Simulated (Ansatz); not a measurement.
# Rh: the cost of one run

Program: Ansatz 0.2.0. Level of theory: DFT r2SCAN, scalar-relativistic, plane waves, PAW. These are calculated values, not measurements.

## Step 1: The starting structure

It takes space group P6_3/mmc (No. 194, hexagonal). The conventional cell has a = 2.704 Å, b = 2.704 Å, c = 4.349 Å, α = 90.00°, β = 90.00°, γ = 120.00°. Rh (site symmetry -6m2) has 12 Rh at 2.68 to 2.70 Å as nearest neighbours.

Structure file:

```cif
data_structure
_symmetry_space_group_name_H-M 'P 1'
_symmetry_Int_Tables_number 1
_cell_length_a 2.7036
_cell_length_b 2.7036
_cell_length_c 4.3486
_cell_angle_alpha 90.000
_cell_angle_beta 90.000
_cell_angle_gamma 120.000
_cell_volume 27.53
loop_
_atom_site_label
_atom_site_type_symbol
_atom_site_fract_x
_atom_site_fract_y
_atom_site_fract_z
_atom_site_occupancy
Rh1 Rh 0.66667 0.33333 0.75000 1
Rh2 Rh 0.33333 0.66667 0.25000 1
```

It goes back to an entry of the Materials Project, which need not be the stable form.

This cell was relaxed beforehand with the same method: volume 13.76 Å³/atom, gap on the mesh none (metal).

## Step 2: Point at V/V0 = 0.97

Contents of input.yaml:

```yaml
crystal:
  lattice:
    - [2.6763317891, 0.0, 0.0]
    - [-1.3381658946, 2.3177713183, 0.0]
    - [0.0, 0.0, 4.3046887922]
  atoms:
    - { symbol: Rh, position: [0.6666666667, 0.3333333333, 0.75] }
    - { symbol: Rh, position: [0.3333333333, 0.6666666667, 0.25] }
basis:
  ecutwfc: 500
kpoints:
  mp_grid: { grid: [18, 18, 10] }
hamiltonian:
  xc: r2scan
scf:
  occupations: { method: gaussian, width: 0.1 }
output:
  forces: true
  stress: true
  eigenvalues: true
relax:
  adjacent_minimum: "off"
  f_tol: 0.01
  max_steps: 30
  cell: { stress_tol: 0.1, fix: [volume] }
```

Command:

```sh
ansatz run input.yaml --threads 1 --pin off --max-ram 2560MiB --backend cpu --events-out ev --progress --plain --runs-dir out
```

What time and memory should one allow on 1 thread of Intel Xeon Platinum 8375C at 2.90GHz (Ice Lake), shared host?

About 38 s, with a peak of 0.53 GiB.
